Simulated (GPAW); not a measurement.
# Sb (Fm-3m) in GPAW: equation of state

How stiff is Sb in PBEsol, and what volume does it want? The cell is scaled to several volumes.

Everything below comes from runs of GPAW 26.7.0. Logs are shortened: lines on timing, memory, paths and dates and some standing lists are left out, and cuts for length are marked. The log counts tension as positive stress, the text compression.

**1. The crystal as given**

The structure is cubic, space group Fm-3m (No. 225). The conventional cell has a = 4.742 Å, b = 4.742 Å, c = 4.742 Å, α = 90.00°, β = 90.00°, γ = 90.00°. Sb (site symmetry m-3m) is surrounded by 12 Sb at 3.35 Å.

This isn't the form of Sb at room conditions, which is rhombohedral.

**2. Equation of state, PBEsol**

The input, run.py:

```python
from ase import Atoms
from ase.eos import EquationOfState
from ase.io import Trajectory
from ase.units import GPa
from gpaw import GPAW, PW, setup_paths

setup_paths.insert(0, '.')

atoms = Atoms(['Sb'],
              cell=[[0.0, 2.3712425216, 2.3712425216],
                    [2.3712425216, 0.0, 2.3712425216],
                    [2.3712425216, 2.3712425216, 0.0]],
              scaled_positions=[[0.0, 0.0, 0.0]],
              pbc=True)

traj = Trajectory('eos.traj', 'w')
volumes, energies = [], []
for x in [0.94, 0.96, 0.98, 1.0, 1.02, 1.04, 1.06]:
    a = atoms.copy()
    a.set_cell(atoms.cell * x**(1 / 3), scale_atoms=True)
    calc = GPAW(mode=PW(600),
                xc='PBEsol',
                kpts={'size': (10, 10, 10), 'gamma': True},
                occupations={'name': 'fermi-dirac', 'width': 0.05},
                nbands=15,
                convergence={'density': 1e-05, 'energy': 1e-05},
                maxiter=150,
                txt=f'eos-{x:.2f}.txt')
    a.calc = calc
    energies.append(a.get_potential_energy(force_consistent=True))
    volumes.append(a.get_volume())
    p = -a.get_stress()[:3].mean() / GPa
    calc.write(f'eos-{x:.2f}.gpw')
    traj.write(a)
    print(f'{x:.2f} {volumes[-1]:10.4f} A^3 {energies[-1]:14.6f} eV {p:9.3f} GPa', flush=True)

v0, e0, B = EquationOfState(volumes, energies, eos='birchmurnaghan').fit()
print(f'V0 = {v0:.4f} A^3, E0 = {e0:.6f} eV, B0 = {B / GPa:.2f} GPa')
```

Potentials or basis: PAW data sets generated in the run's folder for this functional, pw.

The run is started by

```
> gpaw-setup -f PBEsol Sb
> OMP_NUM_THREADS=1 python run.py
```

What it wrote:

```text
__  _  _
 | _ |_)|_||  |
 |__||  | ||/\| - 26.7.0

Input parameters:
  mode=PW(ecut=600.0),
  convergence={'density': 1e-05, 'energy': 1e-05},
  kpts=MonkhorstPack(size=(10, 10, 10), gamma=True),
  maxiter=150,
  nbands=15,
  occupations=Occupations(name='fermi-dirac', width=0.05),
  xc=XC(name='PBEsol')

Diagonalizing LCAO Hamiltonian
Converting LCAO to pw mode

       Sb

Atoms  # Å, Bohr magnetons
|   | symbol |        x |        y |        z |    initial magnetic moments |
|---|--------|----------|----------|----------|-----------------------------|
| 0 |     Sb | 0.000000 | 0.000000 | 0.000000 | ( 0.0000,  0.0000,  0.0000) |

Unit cell  # Å
| periodic |        x |        y |        z |  lengths |    angles |
|----------|----------|----------|----------|----------|-----------|
|      yes | 0.000000 | 2.322836 | 2.322836 | 3.284987 | 60.000000 |
|      yes | 2.322836 | 0.000000 | 2.322836 | 3.284987 | 60.000000 |
|      yes | 2.322836 | 2.322836 | 0.000000 | 3.284987 | 60.000000 |

Number of symmetries: 48
Symmetry operations  # r_c * U_cc + t_c -> r_c
|    | kind |            matrix            |
|----|------|------------------------------|
|  0 |  σ   |  1, 0, 0,  1, 0,-1,  1,-1, 0 |
|  1 |  C2  |  1, 0, 0,  1,-1, 0,  1, 0,-1 |
|  2 |  E   |  1, 0, 0,  0, 1, 0,  0, 0, 1 |
|  3 |  σ   |  1, 0, 0,  0, 0, 1,  0, 1, 0 |
|  4 |  C4  |  1, 0,-1,  1, 0, 0,  1,-1, 0 |
|  5 |  S6  |  1, 0,-1,  1,-1, 0,  1, 0, 0 |
|  6 |  σ   |  1, 0,-1,  0, 1,-1,  0, 0,-1 |
|  7 |  C3  |  1, 0,-1,  0, 0,-1,  0, 1,-1 |
|  8 |  S6  |  1,-1, 0,  1, 0, 0,  1, 0,-1 |
|  9 |  C4  |  1,-1, 0,  1, 0,-1,  1, 0, 0 |
| 10 |  C3  |  1,-1, 0,  0,-1, 1,  0,-1, 0 |
| 11 |  σ   |  1,-1, 0,  0,-1, 0,  0,-1, 1 |
| 12 |  σ   |  0, 1, 0,  1, 0, 0,  0, 0, 1 |
| 13 |  C4  |  0, 1, 0,  0, 1,-1, -1, 1, 0 |
| 14 |  C3  |  0, 1, 0,  0, 0, 1,  1, 0, 0 |
| 15 |  S6  |  0, 1, 0, -1, 1, 0,  0, 1,-1 |
| 16 |  C2  |  0, 1,-1,  1, 0,-1,  0, 0,-1 |
| 17 |  σ   |  0, 1,-1,  0, 1, 0, -1, 1, 0 |
| 18 |  S4  |  0, 1,-1,  0, 0,-1,  1, 0,-1 |
| 19 |  C4  |  0, 1,-1, -1, 1, 0,  0, 1, 0 |
| 20 |  C3  |  0, 0, 1,  1, 0, 0,  0, 1, 0 |
| 21 |  σ   |  0, 0, 1,  0, 1, 0,  1, 0, 0 |
| 22 |  S6  |  0, 0, 1,  0,-1, 1, -1, 0, 1 |
| 23 |  C4  |  0, 0, 1, -1, 0, 1,  0,-1, 1 |
| 24 |  S4  |  0, 0,-1,  1, 0,-1,  0, 1,-1 |
| 25 |  C3  |  0, 0,-1,  0, 1,-1,  1, 0,-1 |
| 26 |  C2  |  0, 0,-1,  0,-1, 0, -1, 0, 0 |
| 27 |  S6  |  0, 0,-1, -1, 0, 0,  0,-1, 0 |
| 28 |  S4  |  0,-1, 1,  1,-1, 0,  0,-1, 0 |
| 29 |  C4  |  0,-1, 1,  0, 0, 1, -1, 0, 1 |
| 30 |  C2  |  0,-1, 1,  0,-1, 0,  1,-1, 0 |
| 31 |  σ   |  0,-1, 1, -1, 0, 1,  0, 0, 1 |
| 32 |  C3  |  0,-1, 0,  1,-1, 0,  0,-1, 1 |
| 33 |  S6  |  0,-1, 0,  0, 0,-1, -1, 0, 0 |
| 34 |  S4  |  0,-1, 0,  0,-1, 1,  1,-1, 0 |
| 35 |  C2  |  0,-1, 0, -1, 0, 0,  0, 0,-1 |
| 36 |  C2  | -1, 1, 0,  0, 1, 0,  0, 1,-1 |
| 37 |  S6  | -1, 1, 0,  0, 1,-1,  0, 1, 0 |
| 38 |  S4  | -1, 1, 0, -1, 0, 1, -1, 0, 0 |
| 39 |  C3  | -1, 1, 0, -1, 0, 0, -1, 0, 1 |
| 40 |  S6  | -1, 0, 1,  0, 0, 1,  0,-1, 1 |
| 41 |  C2  | -1, 0, 1,  0,-1, 1,  0, 0, 1 |
| 42 |  C3  | -1, 0, 1, -1, 1, 0, -1, 0, 0 |
| 43 |  S4  | -1, 0, 1, -1, 0, 0, -1, 1, 0 |
| 44 |  C2  | -1, 0, 0,  0, 0,-1,  0,-1, 0 |
| 45 |  i   | -1, 0, 0,  0,-1, 0,  0, 0,-1 |
| 46 |  σ   | -1, 0, 0, -1, 1, 0, -1, 0, 1 |
| 47 |  C2  | -1, 0, 0, -1, 0, 1, -1, 1, 0 |

BZ-sampling:
  Number of BZ points: 1000
  Number of IBZ points: 47

  Monkhorst-Pack size: [10, 10, 10]
  Monkhorst-Pack shift: [0.05, 0.05, 0.05]

K-points  # in reciprocal-cell coordinates
|     |                                coordinates |     weight |
|-----|--------------------------------------------|------------|
|   0 | (  0.00000000,   0.00000000,   0.00000000) | 0.00100000 |
|   1 | (  0.10000000,   0.10000000,   0.00000000) | 0.00600000 |
|   2 | (  0.10000000,   0.10000000,   0.10000000) | 0.00800000 |
|   3 | (  0.20000000,   0.10000000,   0.10000000) | 0.01200000 |
|   4 | (  0.20000000,   0.20000000,   0.00000000) | 0.00600000 |
|   5 | (  0.20000000,   0.20000000,   0.10000000) | 0.02400000 |
|   6 | (  0.20000000,   0.20000000,   0.20000000) | 0.00800000 |
|   7 | (  0.30000000,   0.20000000,   0.10000000) | 0.02400000 |
|   8 | (  0.30000000,   0.20000000,   0.20000000) | 0.02400000 |
|   9 | (  0.30000000,   0.30000000,   0.00000000) | 0.00600000 |
| ... |                                            |            |
|  46 | (  0.50000000,   0.50000000,   0.50000000) | 0.00400000 |

Plane wave coefficients: 869
Cutoff: 600.0 eV

Spin-components: 1 (collinear spins)
Bands:           15
Projectors:      6
Spin-degeneracy: 2
Datatype:        complex128

Parallelization:
  kpt:    1
  domain: 1
  band:   1

Density:
  Valence electrons: 15.0
  Components: 1
  Grid points: [20 20 20]
  Charge: 0.0  # |e|

Potential:
  Grid points: [20 20 20]

species:
  Sb:
    name:    Antimony
    Z:       51.0
    valence: 15
    core:    36
    charge:  0.0  # [|e|]
    compensation charges:
      type: gauss
      rc: 0.36  # [Å]
      lmax: 2
    cutoffs:
      filter: 2.23  # [Å]
      core: 2.23  # [Å]
    projectors
    | kind |    occ | energy [eV] | rcut [Å] |
    |------|--------|-------------|----------|
    |   5s |  2.000 |     -12.861 |    1.154 |
    |   5p |  3.000 |      -4.846 |    1.233 |
    |   4d | 10.000 |     -33.456 |    1.196 |
    |    s |        |      14.351 |    1.154 |
    |    p |        |      22.365 |    1.233 |
    |    d |        |      -6.245 |    1.196 |

    Using partial waves for Sb as LCAO basis

Reference energy: -176204.783462  # eV

eigensolver:
  PPCG
  Converge bands: occupied
  niter=2

density mixing:
  MSR1-Mixer
  Pratt-step length: 0.05
  Maximum mixing coefficient: 0.75
  Old densities: 10
  SVD Regularization: 0.005
  Good broyden scale: 1.0
  Trust region scale: 1.0
  Backstep threshold: 4.0
  History deletion threshold: 6.0
  Fourier metric: weight=20.0, sigma=0.015

occupation numbers:
  Fermi-Dirac:
    width: 0.0500  # eV

poisson solver:
  ecut: 4800.0  # eV

xc functional:
  name: PBEsol with 2 nearest neighbor stencil

convergence criteria:
- Maximum integral of absolute [dens]ity change: 1e-05 electrons / valence electron
- Maximum [total energy] change in last 3 cyles: 1e-05 eV / valence electron
- Maximum integral of absolute [eigenst]ate change: 4e-08 eV^2 / valence electron
maximum number of iterations: 150

SCF iterations
|iter     | |      energy | eigst |  dens |
|---------|-|-------------|-------|-------|
|iter:   1| |   -4.567068 | +0.29 |       |
|iter:   2| |   -4.568475 | -2.27 | -1.85 |
|iter:   3| |   -4.559388 | -2.76 | -1.87 |
|iter:   4| |   -4.559375 | -4.25 | -2.53 |
|iter:   5| |   -4.559395c| -5.31 | -3.03 |
|iter:   6| |   -4.559398c| -6.25 | -3.76 |
|iter:   7| |   -4.559398c| -7.61c| -4.82 |
|iter:   8| |   -4.559398c| -7.89c| -5.26c|

Converged in 8 steps
Energy contributions relative to reference atoms: (reference = -176204.783462)

Energy contributions:
  Kinetic:           1.192977
  Coulomb:          -1.024263
  Zero:              0.156645
  External:          0.000000
  Xc:               -4.881585
  Entropy:          -0.006344
  Spinorbit:         0.000000
  ----------------------------
  Free energy:      -4.562571
  Extrapolated:     -4.559398

dipole moment: (-16.838781, -16.838781, -16.838781)  # |e|*Ang

Fermi level: 8.880
Eigenvalues  # (at kpt = [0.000, 0.000, 0.000])
| band index |      eig [eV] | occ [0-2] |
|------------|---------------|-----------|
|          0 |       -20.365 |     2.000 |
|          1 |       -20.365 |     2.000 |
|          2 |       -20.365 |     2.000 |
|          3 |       -20.315 |     2.000 |
|          4 |       -20.315 |     2.000 |
|          5 |        -4.586 |     2.000 |
|          6 |        14.749 |     0.000 |
|          7 |        14.749 |     0.000 |
|          8 |        14.749 |     0.000 |
|          9 |        19.217 |     0.000 |
|         10 |        19.741 |     0.000 |
|         11 |        19.741 |     0.000 |
|         12 |        19.741 |     0.000 |
|         13 |        21.781 |     0.000 |
|         14 |        24.594 |     0.000 |

No gap
No difference between direct/indirect transitions

Stress tensor  # eV/Ang^3
|         x |         y |         z |
|-----------|-----------|-----------|
| -0.015638 |  0.000000 |  0.000000 |
|  0.000000 | -0.015638 | -0.000000 |
|  0.000000 | -0.000000 | -0.015638 |

# Writing to eos-0.94.gpw (mode='')
```

Run time: 48 s. Hardware: 1 thread of Arm Neoverse V2, shared host; peak memory 0.22 GiB.

What came out:

```yaml
Equilibrium_volume: 26.01 Å³/atom
Bulk_modulus: 63 GPa
Pressure_derivative_of_the_bulk_modulus: "3.3 (rough: it moves with the points fitted)"
```

Energy against volume, from the lowest point:
| volume (Å³/atom) | energy (meV/atom) |
| --- | --- |
| 25.066 | 7.04 |
| 25.599 | 1.16 |
| 26.133 | 0.00 |
| 26.666 | 3.04 |
| 27.199 | 9.92 |
| 27.733 | 20.37 |
| 28.266 | 34.10 |
